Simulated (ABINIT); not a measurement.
Here is an ABINIT 10.8.3 (patched build) calculation.

The input run.abi:

```
# Pseudopotentials
pp_dirpath "./"
pseudos "Ta.upf"

# Structure
acell 5.4809088767 5.4809088767 9.7628429448
rprim
     1.0000000000     0.0000000000     0.0000000000
    -0.5000000000     0.8660254038     0.0000000000
     0.0000000000     0.0000000000     1.0000000000
ntypat 1
znucl 73
natom 2
typat 1 1
xred
     0.3333333333     0.6666666667     0.2500000000
     0.6666666667     0.3333333333     0.7500000000

# Plane-wave basis
ecut 707.496042 eV

# k points
kptopt 1
ngkpt 8 8 4
nshiftk 1
shiftk 0.0 0.0 0.0

# Exchange and correlation
ixc 7

# Bands and occupations
nband 17
occopt 3
tsmear 0.00183747

# SCF cycle
nstep 100
tolvrs 1.0e-10

# Output
iomode 3
prtwf 0
prteig 0
prtebands 0
enunit 2
prtden 1
prtvha 1
prtvclmb 1
prtpot 1
prtelf 1
```

Potentials or basis: PseudoDojo NC SR LDA v0.4.1 standard.

The run is started by

```console
$ abinit run.abi > log 2>&1
```

Predict the pressure.

-13.1 GPa.

Estimate the band gap on the k mesh.

none (metal or under the smearing width).

Stress tensor (GPa, compression positive):
```
-13.59   0.00   0.00
  0.00 -13.59   0.00
  0.00   0.00 -12.01
```

The run has no spin-orbit coupling, so splittings on Ta are missing.
